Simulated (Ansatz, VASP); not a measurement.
# ZrC in VASP and in Ansatz

```
CELL_PARAMETERS angstrom
0.00000 2.31472 2.31472
2.31472 0.00000 2.31472
2.31472 2.31472 0.00000
ATOMIC_POSITIONS crystal
Zr 0.50000 0.50000 0.50000
C 0.00000 0.00000 0.00000
```

Alike in both runs: functional LDA; k mesh 10 × 10 × 10; occupations fermi-dirac, width 0.1 eV; no spin polarisation.

Ansatz relaxed the structure, and its values are those at the end. VASP's run is a single point on that final structure, the one shown.

```csv
,VASP,Ansatz
version,VASP 6.6.1,Ansatz 0.2.0
potentials or method,"VASP PAW LDA potentials, release 64 (Zr_sv, C)","plane waves, PAW"
plane-wave cutoff (eV),520,510
valence electrons in the cell,16,16
```

VASP gave:

| Item | Value |
| --- | --- |
| pressure (GPa) | 2.6 |

Q: Estimate Ansatz's values.

A: Pressure (GPa): 2.0.
